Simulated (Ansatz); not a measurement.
**SiO2 — field gradients at the nuclei**

The cell is a computed structure from the Materials Project (it need not be an observed phase), taken as it stands.

```cif
data_SiO2
_symmetry_space_group_name_H-M 'Pccn'
_symmetry_Int_Tables_number 56
_cell_length_a 4.7116
_cell_length_b 8.0926
_cell_length_c 8.5306
_cell_angle_alpha 90.000
_cell_angle_beta 90.000
_cell_angle_gamma 90.000
loop_
_atom_site_label
_atom_site_type_symbol
_atom_site_symmetry_multiplicity
_atom_site_Wyckoff_symbol
_atom_site_fract_x
_atom_site_fract_y
_atom_site_fract_z
Si Si 8 e 0.1440 0.0630 0.1591
O9 O 8 e 0.5883 0.0542 0.7990
O12 O 4 c 0.2500 0.2500 0.6393
O16 O 4 a 0.0000 0.5000 0.5000
```

One atom of each set is listed.

All values are calculated (Ansatz; DFT, PBE, plane waves and PAW (field gradients read without the response of the frozen cores, which leaves them typically 4 to 6 % off), scalar-relativistic, 420 eV cutoff, Γ-centred 5×3×3 k-points, Fermi–Dirac smearing 0.02 eV), not measured.

V_zz is the principal component of the electric field gradient with the largest magnitude, η = (V_xx − V_yy)/V_zz and C_Q = eQV_zz/h.

¹⁷O: I = 5/2, Q = -25.58 mb. Nuclear quadrupole moments: year-2017 set (Pyykkö).

(1) What field gradients does the calculation give at each kind of site?

## Answers

(1) 

| site | atoms | first shell | V_zz (10²¹ V/m²) | η | C_Q (MHz) |
| --- | --- | --- | --- | --- | --- |
| Si | 8 | 4 O at 1.60–1.62 Å | 0.72 | 0.88 | – |
| O9 | 8 | 2 Si at 1.62 Å, angle 136° | 9.11 | 0.32 | -5.63 |
| O12 | 4 | 2 Si at 1.60 Å, angle 168° | 10.47 | 0.07 | -6.48 |
| O16 | 4 | 2 Si at 1.60 Å, angle 180° | 10.62 | 0.04 | -6.57 |

At O12 and O16 V_zz points along the line of its two bonds (within 2°) in each case. At O9 V_zz runs parallel to the line that joins its two neighbours (within 1°).

Si has no stable isotope with a ground-state quadrupole moment in the table, so no C_Q is given.

At this cell the PBE pressure is 5 GPa, so with PBE the cell would grow if it were relaxed. The entry's cell may itself be off. The largest force is 0.4 eV/Å, so the atoms aren't at the calculated equilibrium and relaxing them would move these values.

The run took 19 s of wall time (19 s of CPU time) and 0.7 GiB at its peak, on 1 thread of Intel Xeon 6975P-C (Granite Rapids) (x86_64; 48 cores open to the job, memory cap 2.5 GiB, no GPU), a shared host with a load of 0.5 a core.
